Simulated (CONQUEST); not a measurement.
# TePb under changes of volume

One of the cells (33.730 Å³/atom); the others are scaled copies at fixed shape and fractional positions:

```
CELL_PARAMETERS angstrom
4.56932 0.00000 0.00000
0.00000 4.56932 0.00000
0.00000 0.00000 6.46200
ATOMIC_POSITIONS crystal
Pb 0.00000 0.00000 0.00000
Pb 0.50000 0.50000 0.50000
Te 0.00000 0.00000 0.50000
Te 0.50000 0.50000 0.00000
```

```yaml
Program: CONQUEST 1.3
Functional: PBE
Potentials_or_basis: PseudoDojo NC PBE, SZ, grid of 48 × 48 × 64 points
k_mesh: 6 × 6 × 4
Occupations: fermi-dirac, width 0.05 eV
Spin: no spin polarisation
```

```tsv
volume (Å³/atom)	energy over the lowest point (meV/atom)	pressure (GPa)	gap on the mesh (eV)
31.706	142.37	10.0	0.86
32.380	104.12	8.2	0.89
33.055	?	?	?
33.730	47.07	5.6	0.93
34.404	26.33	4.3	0.94
35.079	10.92	3.0	0.96
35.753	0.00	2.2	0.97
```

Q: What does the run at 33.055 Å³/atom give?

A: Energy over the lowest point 72.91 meV/atom; pressure 6.7 GPa; gap on the mesh 0.91 eV.

Worked out: A Birch-Murnaghan fit of order 3 (a polynomial in V^(-2/3)) to the other rows has no minimum within the range. It gives 72.60 meV/atom at 33.055 Å³/atom, against the run's 72.91, and -dE/dV = 6.8 GPa, against 6.7. A straight line through the other rows of the gap, of slope 0.903 eV per unit of ln V, gives 0.90 eV, against the run's 0.91.

Energies are extrapolated to zero smearing.

Caveats: the atomic basis is small; spin-orbit coupling is left out, which as a rule narrows the gap of such compounds by several tenths of an eV; the basis of atomic orbitals isn't converged, which shifts pressures, moduli and gaps; the real-space grid breaks the cell's symmetry a little (some runs).

A mesh can miss the band edges.
